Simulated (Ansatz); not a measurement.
Crystal: GaP.

```
CELL_PARAMETERS angstrom
0.00000 2.72525 2.72525
2.72525 0.00000 2.72525
2.72525 2.72525 0.00000
ATOMIC_POSITIONS crystal
Ga 0.00000 0.00000 0.00000
P 0.75000 0.75000 0.75000
```

Base run:

- Program: Ansatz 0.2.0
- Functional: PBEsol
- Potentials or basis: Ansatz PAW
- Cutoff: 420 eV
- Density cutoff: 1680 eV
- k mesh: 8 × 8 × 8
- Occupations: fermi-dirac, width 0.05 eV
- Spin: spin-orbit coupling, no magnetisation

Its results: band gap on the k mesh 1.49 eV, indirect (least direct gap 1.72 eV).

Question: After a change of settings the same cell gave: band gap on the k mesh 2.27 eV, indirect (least direct gap 2.81 eV). Which change was it?
A. potentials or basis from Ansatz PAW to Ansatz PAW earlier set; cutoff from 420 eV to 1020 eV; density cutoff from 1680 eV to 5100 eV; spin from spin-orbit coupling, no magnetisation to no spin polarisation; valence electrons from 18 to 26
B. functional from PBEsol to HSE06; k mesh from 8 × 8 × 8 to 4 × 4 × 4
C. functional from PBEsol to r2SCAN; cutoff from 420 eV to 500 eV; density cutoff from 1680 eV to 2000 eV; k mesh from 8 × 8 × 8 to 6 × 6 × 6

Answer: B.

Caveats: some runs use coarse meshes.

Not every run made on this cell is shown here.
